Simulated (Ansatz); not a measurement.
Runs of Ansatz 0.2.0 on MoS2. It takes space group R3m (No. 160, trigonal). Conventional cell: a = 3.160 Å, b = 3.160 Å, c = 18.450 Å, α = 90.00°, β = 90.00°, γ = 120.00°. Mo (site symmetry 3m) is surrounded by 6 S at 2.39 Å. S (site symmetry 3m) is surrounded by 3 Mo at 2.39 Å. S (site symmetry 3m) is surrounded by 3 Mo at 2.39 Å. Measurements of this composition are mostly on another form, of space group No. 194.

```csv
task,level,k mesh,screening (1/Å),share of exact exchange,points for each segment of the path,mesh quality,gap on the mesh (eV),pressure (GPa),largest force (eV/Å)
single point,HSE06 form with a typed share of exact exchange,5 × 5 × 5,0.3,0.25,-,coarse,1.40,1.0,0.09
band structure,PBE0,6 × 6 × 6,-,-,4,not flagged,2.03,0.5,0.09
single point,HSE06 form with a typed share of exact exchange,5 × 5 × 5,0.15,0.25,-,coarse,1.70,(b),0.09
single point,HSE06 form with a typed share of exact exchange,5 × 5 × 5,0.2,0.25,-,coarse,1.58,0.6,0.09
single point,HSE06 form with a typed share of exact exchange,5 × 5 × 5,0.1,0.25,-,coarse,(a),0.3,0.09
```

Alike in all rows: potentials or basis Ansatz PAW; no spin polarisation; cell as given; cutoff (eV) 420; smearing fermi-dirac 0.05 eV.

Task: Estimate the missing entries.

Result: (a) 1.85; (b) 0.4.

Caveats: some runs use coarse meshes; the PAW data sets come from PBE, with cores solved anew for the run's functional, which leaves a small shift of forces and pressure; the thresholds are loose for stress; odd divisions of the mesh miss points on the zone boundary, where band edges often lie, so the gap on the mesh can be too wide (some runs).

A k mesh can miss the band edges, and the runs leave out spin-orbit coupling on Mo.

Runs at the PBE level aren't shown here.
